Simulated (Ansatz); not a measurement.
# ZrSiO4 (I4_1/amd): the equilibrium volume, part 2 of 2

Aim: the volume at which the pressure of ZrSiO4 (I4_1/amd) vanishes.

Ansatz 0.2.0; DFT PBEsol, scalar-relativistic, plane waves, PAW. Earlier steps stand in the parts before.

**3. Relaxing cell and atoms**

File input.yaml:

```yaml
crystal:
  lattice:
    - [-3.3099207021, 3.3099207021, 2.9976661022]
    - [3.3099207021, -3.3099207021, 2.9976661022]
    - [3.3099207021, 3.3099207021, -2.9976661022]
  atoms:
    - { symbol: Zr, position: [0.0, 0.0, 0.0] }
    - { symbol: Zr, position: [0.75, 0.25, 0.5] }
    - { symbol: Si, position: [0.5, 0.5, 0.0] }
    - { symbol: Si, position: [0.25, 0.75, 0.5] }
    - { symbol: O, position: [0.13667733, 0.32070008, 0.81597725] }
    - { symbol: O, position: [0.07070008, 0.75472283, 0.68402275] }
    - { symbol: O, position: [0.07070008, 0.38667733, 0.31597725] }
    - { symbol: O, position: [0.50472283, 0.32070008, 0.18402275] }
    - { symbol: O, position: [0.67929992, 0.49527717, 0.81597725] }
    - { symbol: O, position: [0.61332267, 0.92929992, 0.68402275] }
    - { symbol: O, position: [0.24527717, 0.92929992, 0.31597725] }
    - { symbol: O, position: [0.67929992, 0.86332267, 0.18402275] }
basis:
  ecutwfc: 420
kpoints:
  mp_grid: { grid: [6, 6, 6] }
hamiltonian:
  xc: pbesol
scf:
  occupations: { method: gaussian, width: 0.02 }
output:
  forces: true
  stress: true
  eigenvalues: true
relax:
  adjacent_minimum: "off"
  f_tol: 0.005
  max_steps: 80
  cell: { stress_tol: 0.05 }
```

Command:

```bash
ansatz run input.yaml --threads 8 --pin off --max-ram 16384MiB --backend cpu --events-out ev --progress --plain --runs-dir out
```

Output:

```text
Warning: RAYON_NUM_THREADS=8 ignored (pool sized by the plan → 8); use --threads N
Engine: ansatz 0.2.0, aarch64-unknown-linux-gnu
Pseudopotentials: kind: paw
Pseudopotential: Zr, paw, valence charge 12, recommended cutoff 420 eV (normal), Zr.paw.azcp
Pseudopotential: Si, paw, valence charge 4, recommended cutoff 420 eV (normal), Si.paw.azcp
Pseudopotential: O, paw, valence charge 6, recommended cutoff 420 eV (normal), O.paw.azcp
Functional definition: PBEsol
  exchange = pbesol_x
  correlation = pbesol_c
Crystal: 12 atoms, lattice volume = 131.365 Å³
Basis set: ecut = 420 eV, 2547 PW (Γ), exchange–correlation on 80×80×80 points (8 copies of the dense FFT grid, shifted against one another)
Bands: 52, of which v1, the nominal top of the filled ones, is band 40 counted from 1 (39 counted from 0)
Symmetry: 16 space group operations
Space group: I41/amd (ITA 141), of the structure as read, at distance tolerance 5.1e-5 Å
k-points: 30 of 216
Non-local potential: Zr, projectors of the file, l = 0: 3, l = 1: 2, l = 2: 2, l = 3: 2
Non-local potential: Si, projectors of the file, l = 0: 2, l = 1: 2, l = 2: 2
Non-local potential: O, projectors of the file, l = 0: 2, l = 1: 2, l = 2: 1
PAW form: soft (Blöchl's): semilocal exchange-correlation on the pseudo side does not see the compensation charge
PAW frozen core: Zr, regenerated for the run's functional, and the local potential with it (the file was generated under x = pbe(κ = 0.804, μ = 0.2195149727645171), c = pbe(β = 0.06672455060314922))
PAW frozen core: Si, regenerated for the run's functional, and the local potential with it (the file was generated under x = pbe(κ = 0.804, μ = 0.2195149727645171), c = pbe(β = 0.06672455060314922))
PAW frozen core: O, regenerated for the run's functional, and the local potential with it (the file was generated under x = pbe(κ = 0.804, μ = 0.2195149727645171), c = pbe(β = 0.06672455060314922))
PAW one-centre angular grid: Zr, 590 points (default); XC on 64 Gauss nodes
PAW one-centre angular grid: Si, 110 points (default); XC on 64 Gauss nodes
PAW one-centre angular grid: O, 110 points (default); XC on 64 Gauss nodes
Initial density: superposition of atomic densities (neutral atoms: chi_scale 0, normalization atom), corrected by the library's trained network
Initial wavefunctions: pseudopotential atomic-orbital guess
Functional: x = pbesol(κ = 0.804, μ = 0.12345679012345678), c = pbesol(β = 0.046)
SCF iter   1: F=—  HF=-14005.280271 eV  |F-HF|=—  |Δ(HF+E_count)|=         —  Δρ=1.65e-2  dr2=2.91e-1  ethr=1.77e-3  ⟨swp⟩=6.7  Hψ=6571  notcnv=0  defer=8
preconditioner: auto → Resta (q_TF=auto, 2.512 Å⁻¹)  ε∞=4.1  [insulator: Δε(μ)=4.413 eV  Ē_g=16.104 eV  σ=0.020 eV  W_gap=1.00  n_scr=42 (ndim 8)  ℏωp=28.2 eV  f_vac=0.006  D(μ)=0.00/eV (n_scr^D=0)  ε∞_Penn≈4.1]
SCF iter   2: F=—  HF=-14005.204148 eV  |F-HF|=—  |Δ(HF+E_count)|=   7.61e-2  Δρ=3.05e-3  dr2=6.16e-3  ethr=3.63e-4  ⟨swp⟩=2.0  Hψ=2730  notcnv=0  defer=152
SCF iter   3: F=—  HF=-14005.203860 eV  |F-HF|=—  |Δ(HF+E_count)|=   2.88e-4  Δρ=1.42e-3  dr2=1.37e-3  ethr=7.70e-6  ⟨swp⟩=2.0  Hψ=2352  notcnv=0  defer=152
SCF iter   4: F=—  HF=-14005.204195 eV  |F-HF|=—  |Δ(HF+E_count)|=   3.36e-4  Δρ=1.84e-4  dr2=4.31e-5  ethr=1.71e-6  ⟨swp⟩=2.4  Hψ=2675  notcnv=0  defer=152
SCF iter   5: F=—  HF=-14005.204243 eV  |F-HF|=—  |Δ(HF+E_count)|=   4.79e-5  Δρ=3.72e-5  dr2=2.87e-6  ethr=5.38e-8  ⟨swp⟩=2.0  Hψ=2123  notcnv=0  defer=152
SCF iter   6: F=—  HF=-14005.204243 eV  |F-HF|=—  |Δ(HF+E_count)|=   1.03e-7  Δρ=1.26e-5  dr2=2.50e-7  ethr=3.59e-9  ⟨swp⟩=2.2  Hψ=2299  notcnv=0  defer=152
SCF iter   7: F=-14005.204243 eV  HF=-14005.204243 eV  |F-HF|=3.47e-9  |Δ(HF+E_count)|=   2.07e-7  Δρ=1.96e-6  dr2=5.13e-9  ethr=1.25e-10  ⟨swp⟩=10.2  Hψ=6261  notcnv=0
SCF 1 converged in 7 iterations: F = -14005.204243 eV  dr2 = 5.13e-9
relax step   1: F+E_penalty+E_count = -14005.20424326 eV  Δ(F+E_penalty+E_count) = +0.000e0 eV  max|allowed force component| = 2.889e-1 eV/Å  Δτ_max = 0.0000 Å  P = -0.522 GPa  Ω = 131.365 Å³  (7 SCF iters, dr2 threshold 1.00e-7 eV, accepted)
Crystal: 12 atoms, lattice volume = 130.159 Å³
Basis set: ecut = 420 eV, 2529 PW (Γ), exchange–correlation on 80×80×80 points (8 copies of the dense FFT grid, shifted against one another)
Initial density: handed on by an earlier stage of this run
Initial wavefunctions: those handed on with the density
iter 1 solved again at ethr=9.50e-6 eV; its pass at ethr=3.10e-3 eV (dr2=7.60e-3 eV) is discarded
SCF iter   1: F=—  HF=-14005.224018 eV  |F-HF|=—  |Δ(HF+E_count)|=         —  Δρ=1.73e-3  dr2=7.30e-3  ethr=9.50e-6  ⟨swp⟩=2.6  Hψ=6450  notcnv=0
preconditioner: auto → Resta (q_TF=auto, 2.516 Å⁻¹)  ε∞=4.0  [insulator: Δε(μ)=4.697 eV  Ē_g=16.299 eV  σ=0.020 eV  W_gap=1.00  n_scr=42 (ndim 8)  ℏωp=28.4 eV  f_vac=0.001  D(μ)=0.00/eV (n_scr^D=0)  ε∞_Penn≈4.0]
SCF iter   2: F=—  HF=-14005.222068 eV  |F-HF|=—  |Δ(HF+E_count)|=   1.95e-3  Δρ=7.54e-4  dr2=1.23e-3  ethr=9.12e-6  ⟨swp⟩=2.1  Hψ=2549  notcnv=0
SCF iter   3: F=—  HF=-14005.221723 eV  |F-HF|=—  |Δ(HF+E_count)|=   3.45e-4  Δρ=1.76e-4  dr2=4.63e-5  ethr=1.54e-6  ⟨swp⟩=2.0  Hψ=2230  notcnv=0
SCF iter   4: F=—  HF=-14005.221745 eV  |F-HF|=—  |Δ(HF+E_count)|=   2.21e-5  Δρ=1.49e-4  dr2=2.16e-5  ethr=5.78e-8  ⟨swp⟩=2.0  Hψ=2493  notcnv=0
SCF iter   5: F=-14005.221742 eV  HF=-14005.221741 eV  |F-HF|=4.06e-7  |Δ(HF+E_count)|=   4.18e-6  Δρ=2.39e-5  dr2=5.61e-7  ethr=1.50e-9  ⟨swp⟩=5.6  Hψ=7931  notcnv=0
SCF 2 converged in 5 iterations: F = -14005.221742 eV  dr2 = 5.61e-7
relax step   2: F+E_penalty+E_count = -14005.22174159 eV  Δ(F+E_penalty+E_count) = -1.750e-2 eV  max|allowed force component| = 4.037e-2 eV/Å  Δτ_max = 0.0090 Å  P = +1.248 GPa  Ω = 130.159 Å³  energy of the carried Pulay correction = +5.478e-3 eV  (5 SCF iters, dr2 threshold 1.20e-6 eV, accepted)
Crystal: 12 atoms, lattice volume = 130.664 Å³
Basis set: ecut = 420 eV, 2537 PW (Γ), exchange–correlation on 80×80×80 points (8 copies of the dense FFT grid, shifted against one another)
iter 1 solved again at ethr=8.58e-7 eV; its pass at ethr=3.10e-3 eV (dr2=6.87e-4 eV) is discarded
SCF iter   1: F=—  HF=-14005.222422 eV  |F-HF|=—  |Δ(HF+E_count)|=         —  Δρ=6.79e-4  dr2=5.63e-4  ethr=8.58e-7  ⟨swp⟩=2.7  Hψ=6164  notcnv=0
preconditioner: auto → Resta (q_TF=auto, 2.514 Å⁻¹)  ε∞=4.0  [insulator: Δε(μ)=4.711 eV  Ē_g=16.277 eV  σ=0.020 eV  W_gap=1.00  n_scr=42 (ndim 8)  ℏωp=28.3 eV  f_vac=0.003  D(μ)=0.00/eV (n_scr^D=0)  ε∞_Penn≈4.0]
SCF iter   2: F=—  HF=-14005.222281 eV  |F-HF|=—  |Δ(HF+E_count)|=   1.41e-4  Δρ=2.39e-4  dr2=9.53e-5  ethr=7.04e-7  ⟨swp⟩=2.0  Hψ=2280  notcnv=0
SCF iter   3: F=—  HF=-14005.222256 eV  |F-HF|=—  |Δ(HF+E_count)|=   2.51e-5  Δρ=1.09e-4  dr2=2.00e-5  ethr=1.19e-7  ⟨swp⟩=2.0  Hψ=2614  notcnv=0
SCF iter   4: F=—  HF=-14005.222252 eV  |F-HF|=—  |Δ(HF+E_count)|=   4.02e-6  Δρ=3.17e-5  dr2=1.53e-6  ethr=2.50e-8  ⟨swp⟩=2.2  Hψ=2360  notcnv=0
SCF iter   5: F=-14005.222252 eV  HF=-14005.222252 eV  |F-HF|=4.93e-8  |Δ(HF+E_count)|=   3.94e-7  Δρ=6.57e-6  dr2=4.25e-8  ethr=1.50e-9  ⟨swp⟩=6.6  Hψ=6377  notcnv=0
SCF 3 converged in 5 iterations: F = -14005.222252 eV  dr2 = 4.25e-8
relax step   3: F+E_penalty+E_count = -14005.22225229 eV  Δ(F+E_penalty+E_count) = -5.107e-4 eV  max|allowed force component| = 4.683e-2 eV/Å  Δτ_max = 0.0010 Å  P = +0.317 GPa  Ω = 130.664 Å³  energy of the carried Pulay correction = +3.178e-3 eV  (5 SCF iters, dr2 threshold 1.20e-6 eV, accepted)
[... 9 lines left out ...]
relax step   4: F+E_penalty+E_count = -14005.22193612 eV  Δ(F+E_penalty+E_count) = +3.162e-4 eV  max|allowed force component| = 3.970e-2 eV/Å  Δτ_max = 0.0053 Å  P = +0.025 GPa  Ω = 130.807 Å³  energy of the carried Pulay correction = +2.529e-3 eV  (5 SCF iters, dr2 threshold 7.38e-7 eV, accepted)
[... 10 lines left out ...]
relax step   5: F+E_penalty+E_count = -14005.22212076 eV  Δ(F+E_penalty+E_count) = -1.846e-4 eV  max|allowed force component| = 4.933e-3 eV/Å  Δτ_max = 0.0026 Å  P = -0.008 GPa  Ω = 130.835 Å³  energy of the carried Pulay correction = +2.401e-3 eV  (5 SCF iters, dr2 threshold 9.85e-8 eV, accepted)
[... 10 lines left out ...]
relax step   6: F+E_penalty+E_count = -14005.21981940 eV  Δ(F+E_penalty+E_count) = +2.301e-3 eV  max|allowed force component| = 5.108e-3 eV/Å  Δτ_max = 0.0000 Å  P = -0.041 GPa  Ω = 130.835 Å³  stress off target by 7.15e-2 GPa  SCF on the basis re-selected at this cell (its energy is not comparable with the rows above)  (5 SCF iters)
[... 9 lines left out ...]
relax step   7: F+E_penalty+E_count = -14005.21991281 eV  Δ(F+E_penalty+E_count) = -9.342e-5 eV  max|allowed force component| = 1.973e-3 eV/Å  Δτ_max = 0.0004 Å  P = -0.005 GPa  Ω = 130.816 Å³  energy of the carried Pulay correction = +8.151e-5 eV  (4 SCF iters, dr2 threshold 1.28e-8 eV, accepted)
iter 1 solved again at ethr=5.23e-7 eV; its pass at ethr=3.10e-3 eV (dr2=4.18e-4 eV) is discarded
SCF iter   1: F=—  HF=-14005.219813 eV  |F-HF|=—  |Δ(HF+E_count)|=         —  Δρ=3.83e-6  dr2=1.09e-8  ethr=5.23e-7  ⟨swp⟩=3.3  Hψ=10677  notcnv=0
eigensolver tolerance schedule: the retry pair's looser diagonalisation over-reported the residual by 38391.08 of it (diagonalisation noise at an unbounded share of the residual, at the tolerance the schedule requests for it); recorded, not acted on — ethr = c·dr2/N_el stays at c = 1.0e-1
SCF iter   2: F=—  HF=-14005.219834 eV  |F-HF|=—  |Δ(HF+E_count)|=   2.16e-5  Δρ=1.25e-6  dr2=1.92e-9  ethr=1.36e-11  ⟨swp⟩=3.9  Hψ=4047  notcnv=0
SCF iter   3: F=—  HF=-14005.219834 eV  |F-HF|=—  |Δ(HF+E_count)|=  4.73e-11  Δρ=7.85e-7  dr2=6.41e-10  ethr=2.41e-12  ⟨swp⟩=1.0  Hψ=1560  notcnv=0
SCF iter   4: F=—  HF=-14005.219834 eV  |F-HF|=—  |Δ(HF+E_count)|=  2.00e-10  Δρ=3.82e-7  dr2=1.72e-10  ethr=1.00e-12  ⟨swp⟩=2.0  Hψ=2520  notcnv=0
SCF iter   5: F=-14005.219834 eV  HF=-14005.219834 eV  |F-HF|=1.82e-11  |Δ(HF+E_count)|=  4.00e-11  Δρ=1.61e-7  dr2=3.22e-11  ethr=1.00e-12  ⟨swp⟩=4.4  Hψ=4952  notcnv=0
SCF 8 converged in 5 iterations: F = -14005.219834 eV  dr2 = 3.22e-11
relax step   8: F+E_penalty+E_count = -14005.21983412 eV  Δ(F+E_penalty+E_count) = +7.869e-5 eV  max|allowed force component| = 1.982e-3 eV/Å  Δτ_max = 0.0000 Å  P = -0.006 GPa  Ω = 130.816 Å³  stress off target by 1.83e-2 GPa  SCF on the basis re-selected at this cell (its energy is not comparable with the rows above)  (5 SCF iters)
basis re-selected at this cell: Δ(F+E_penalty+E_count) = +7.869e-5 eV, ΔP = -0.001 GPa vs the last step (what re-selecting the basis moved, of the pressure what is left beyond the Pulay correction that the steps carried, after the strain that the cell walked since its last selection, with what the two solves' SCF thresholds leave and, on support functions, any second-order correction that the steps lacked; it is no measure of the basis error at this ecutwfc). This SCF's stress stands 1.83e-2 GPa from its target on what of the cell is left free (relax.cell.stress_tol is 5.00e-2 GPa) and its largest allowed force component is 1.98e-3 eV/Å (relax.f_tol is 5.00e-3 eV/Å): within both
SCF converged after 5 iterations
Free energy (F): -14005.219834 eV
Harris-Foulkes:  -14005.219834 eV  (|F-HF|=1.82e-11)
Internal energy: -14005.219834 eV  (E = F + TS)
E sigma→0 (E₀):  -14005.219834 eV
Fermi energy:    10.303429 eV
--- Per-component energies (eV) ---
  E_band       = -272.730238
  E_kinetic    = 2173.483266
  E_local      = -4302.607582  (includes V_loc(G=0)·N_el)
  E_nonlocal   = 589.339920
  E_hartree    = 1477.217504
  E_xc         = -1021.214180
  E_vxc        = -1232.943687  (∫ρ·V_xc dr)
  E_paw        = -8017.986724  (= ΣΔE_a)
  E_vpaw       = -454.456988  (= ΣTr[D̂ρ^β])
  E_aug_tail   = 0.019953  (compensation charges beyond the density's cutoff)
  E_ewald      = -4904.148857
  E_core_change = 0.676865  (= ΣΔE_core)
  E_smearing   = -0.000000  (= −TS)
  E_closure    = -0.000000  (closes the sum)
  Σ components = -14005.219834   (vs F -14005.219834, Δ=0.00e0)
--- Forces (eV/Å), atoms counted from 1 ---
  atom   1  Zr    -0.00000000     0.00000000     0.00000000
  atom   2  Zr     0.00000000    -0.00000000    -0.00000000
  atom   3  Si     0.00000000    -0.00000000     0.00000000
  atom   4  Si    -0.00000000    -0.00000000    -0.00000000
  atom   5  O     -0.00000000     0.00198208     0.00055769
  atom   6  O     -0.00198208    -0.00000000     0.00055769
  atom   7  O      0.00198208    -0.00000000     0.00055769
  atom   8  O     -0.00000000    -0.00198208     0.00055769
  atom   9  O      0.00198208    -0.00000000    -0.00055769
  atom  10  O      0.00000000    -0.00198208    -0.00055769
  atom  11  O      0.00000000     0.00198208    -0.00055769
  atom  12  O     -0.00198208     0.00000000    -0.00055769
  max |Σ_I F_I| component: 4.34e-18 eV/Å
--- Stress (GPa, compression-positive) ---
        0.000343       0.000000       0.000000
        0.000000       0.000343      -0.000000
        0.000000      -0.000000      -0.018258
  P = ⅓ Tr σ = -0.0059 GPa (-0.059 kbar)
--- Band table (eV; the first three rows and the last of 30) ---
  k-point 0: bands = ["-39.4504", "-39.4209", "-17.7957", "-17.7957", "-17.6655", "-17.6191", "-17.4962", "-17.4962", "-10.9689", "-10.0611", "-9.1866", "-8.9656", "-8.6153", "-8.6153", "-8.4274", "-8.4274", "0.5050", "2.1343", "2.1721", "2.6551", "2.6551", "3.3719", "3.8431", "3.8641", "4.8335", "4.9107", "4.9107", "4.9760", "5.5297", "5.5297", "6.3621", "6.3621", "7.0965", "7.0965", "7.1737", "7.3236", "7.3922", "7.4078", "7.4078", "7.9479", "12.8972", "13.3077", "13.3585", "13.3585", "14.0943", "14.3824", "14.4101", "14.6712", "14.6712", "15.1248", "16.3483", "17.3399"]
  k-point 1: bands = ["-39.4484", "-39.4229", "-17.8059", "-17.7786", "-17.6562", "-17.6319", "-17.5199", "-17.4820", "-10.8658", "-10.0606", "-9.1376", "-8.9482", "-8.6743", "-8.6459", "-8.5322", "-8.4802", "0.7154", "2.2710", "2.3459", "2.6274", "2.6518", "3.6180", "3.9902", "4.0601", "4.2713", "4.4911", "5.0358", "5.3249", "5.4087", "5.4319", "6.3252", "6.4396", "7.0383", "7.0511", "7.0858", "7.1428", "7.1874", "7.2796", "7.3971", "7.8288", "12.8227", "13.1187", "13.3437", "13.3547", "14.3303", "14.4392", "14.5078", "14.6020", "14.8154", "15.5429", "16.5819", "17.4019"]
  k-point 2: bands = ["-39.4430", "-39.4283", "-17.8073", "-17.7300", "-17.7227", "-17.5815", "-17.5668", "-17.4782", "-10.5967", "-10.1014", "-9.0025", "-8.8970", "-8.8009", "-8.7512", "-8.7235", "-8.6229", "1.2682", "2.3672", "2.7597", "2.7843", "2.8146", "3.7023", "3.8592", "3.9564", "4.3598", "4.4233", "4.8271", "5.0191", "5.4230", "5.7857", "5.9443", "6.5268", "6.6551", "6.6860", "6.8857", "7.0420", "7.0541", "7.1592", "7.3200", "7.5495", "12.7278", "12.8286", "13.4284", "13.4532", "14.0962", "14.1108", "14.8959", "15.0491", "15.5318", "16.1144", "16.8004", "17.2841"]
  k-point 29: bands = ["-39.4356", "-39.4356", "-17.8182", "-17.8182", "-17.6454", "-17.6454", "-17.4782", "-17.4782", "-10.4822", "-10.4822", "-9.1284", "-9.1284", "-8.5323", "-8.5323", "-8.5208", "-8.5208", "1.0953", "1.0953", "2.9801", "2.9801", "3.1291", "3.1291", "4.3031", "4.3031", "4.9158", "4.9158", "5.0724", "5.0724", "6.0971", "6.0971", "6.1160", "6.1160", "6.3998", "6.3998", "6.6053", "6.6053", "6.8391", "6.8391", "7.1820", "7.1820", "13.4476", "13.4476", "13.8034", "13.8034", "13.8161", "13.8161", "14.6515", "14.6515", "15.5171", "15.5171", "17.2341", "17.2341"]
--- Relaxed structure (6 steps of the walk, 6 accepted, 2 SCFs on fresh bases) ---
  F+E_penalty+E_count = -14005.21983412 eV   max|allowed force component| = 1.982e-3 eV/Å   (the final SCF, on the basis selected at the relaxed cell)
  cell:  # Å, volume = 130.8164 Å³
    - [-3.3080853479558967, 3.3080853479558967, 2.988469383548259]
    - [3.3080853479558967, -3.3080853479558967, 2.988469383548259]
    - [3.3080853479558967, 3.3080853479558967, -2.988469383548259]
  atoms:
    - { symbol: Zr, position: [2.6315776542852004e-20, 4.1670215941661086e-20, -8.871453874867442e-21] }
    - { symbol: Zr, position: [0.7500000000000002, 0.25, 0.5000000000000001] }
    - { symbol: Si, position: [0.5000000000000001, 0.5000000000000001, -8.871453874867526e-21] }
    - { symbol: Si, position: [0.25, 0.7500000000000002, 0.5000000000000001] }
    - { symbol: O, position: [0.13460786122960292, 0.3189786781374445, 0.8156291830921586] }
    - { symbol: O, position: [0.06897867813744454, 0.7533494950452859, 0.6843708169078415] }
    - { symbol: O, position: [0.06897867813744445, 0.38460786122960294, 0.3156291830921585] }
    - { symbol: O, position: [0.5033494950452859, 0.3189786781374445, 0.18437081690784143] }
    - { symbol: O, position: [0.6810213218625556, 0.4966505049547142, 0.8156291830921586] }
    - { symbol: O, position: [0.615392138770397, 0.9310213218625556, 0.6843708169078415] }
    - { symbol: O, position: [0.24665050495471413, 0.9310213218625556, 0.31562918309215854] }
    - { symbol: O, position: [0.6810213218625554, 0.8653921387703968, 0.18437081690784143] }
```

Run time: 15 s. Hardware: 8 threads of Arm Neoverse V1, shared host; peak memory 0.75 GiB.

Relaxation path:

```csv
step,energy from step 1 (meV/atom),largest force component (eV/Å),pressure (GPa),volume (Å³/atom)
1,0.0,0.289,-0.52,10.947
2,-1.5,0.040,1.25,10.847
3,-1.5,0.047,0.32,10.889
4,-1.5,0.040,0.02,10.901
5,-1.5,0.005,-0.01,10.903
6,-1.3,0.005,-0.04,10.903
7,-1.3,0.002,-0.01,10.901
8,-1.3,0.002,-0.01,10.901
```

Step 1 is the start. Step 6 repeats a cell on a basis chosen anew, so the energy can jump there without a move. Step 8 repeats the geometry before it on a plane-wave basis chosen anew for the final cell, which leaves the energy as it was.

Read off: volume 10.901 Å³/atom, pressure -0.01 GPa, mesh gap 4.71 eV.

**4. The cell, before and after**

The cell before and after:

| cell as typed | before | after | change |
| --- | --- | --- | --- |
| a (Å) | 5.559 | 5.551 | -0.1 % |
| b (Å) | 5.559 | 5.551 | -0.1 % |
| c (Å) | 5.559 | 5.551 | -0.1 % |
| α (°) | 106.91 | 106.85 | -0.06° |
| β (°) | 106.91 | 106.85 | -0.06° |
| γ (°) | 114.73 | 114.86 | +0.13° |
| volume (Å³/atom) | 10.947 | 10.901 | -0.4 % |
| shortest distance (Å) | 1.625 | 1.631 | +0.4 % |
| space group | I4_1/amd | I4_1/amd | same |

**5. What came out**

The summary covers parts 1 to 2. Changes of volume or cell count from the first structure of part 1.

| quantity | value |
| --- | --- |
| volume | 10.901 Å³/atom |
| pressure | -0.01 GPa |
| conventional cell | a = 6.616 Å, b = 6.616 Å, c = 5.977 Å, α = 90.00°, β = 90.00°, γ = 90.00° |
| gap on the mesh | 4.71 eV |

What this shows: Over the 2 runs shown the cell moved from 10.95 to 10.90 Å³/atom, a change of -0.4 %, where the pressure is zero within 0.01 GPa.

The gaps are Kohn-Sham values of a semilocal functional, not quasiparticle or optical gaps. Such gaps usually fall short of the measured ones.
